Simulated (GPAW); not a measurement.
Crystal: Sn.

```
Sn
1.0
     0.00000    3.23334    3.23334
     3.23334    0.00000    3.23334
     3.23334    3.23334    0.00000
Sn
2
Cartesian
  4.8500 4.8500 4.8500
  3.2333 3.2333 3.2333
```

This isn't the form of Sn at room conditions, which is tetragonal (white tin).

```yaml
Program: GPAW 26.7.0
Task: single point
Functional: PBEsol
Potentials_or_basis: PAW data sets generated in the run's folder for this functional
Cutoff: 600 eV
Basis: pw
k_mesh: 7 × 7 × 7
Occupations: fermi-dirac, width 0.05 eV
Spin: no spin polarisation
```

On this cell: pressure 1.3 GPa; largest force zero by symmetry; band gap on the k mesh none (metal or under the smearing width).

The same run follows on a disturbed copy (atoms moved at random, drawn with an rms of 0.05 Å):

```
Sn
1.0
     0.00000    3.23334    3.23334
     3.23334    0.00000    3.23334
     3.23334    3.23334    0.00000
Sn
2
Direct
  0.75132 0.75902 0.76259
  0.49467 0.50900 0.50001
```

What does the disturbed cell give?

The energy (extrapolated to zero smearing) moves by +11.3 meV/atom; pressure 1.4 GPa; largest force 0.555 eV/Å; band gap on the k mesh none (metal or under the smearing width).

Forces on the atoms (eV/Å):
```
Sn  -0.288 -0.460 -0.116
Sn   0.288  0.460  0.116
```

Stress tensor (GPa, compression positive):
```
 1.41 -0.41 -1.40
-0.41  1.35 -0.89
-1.40 -0.89  1.44
```
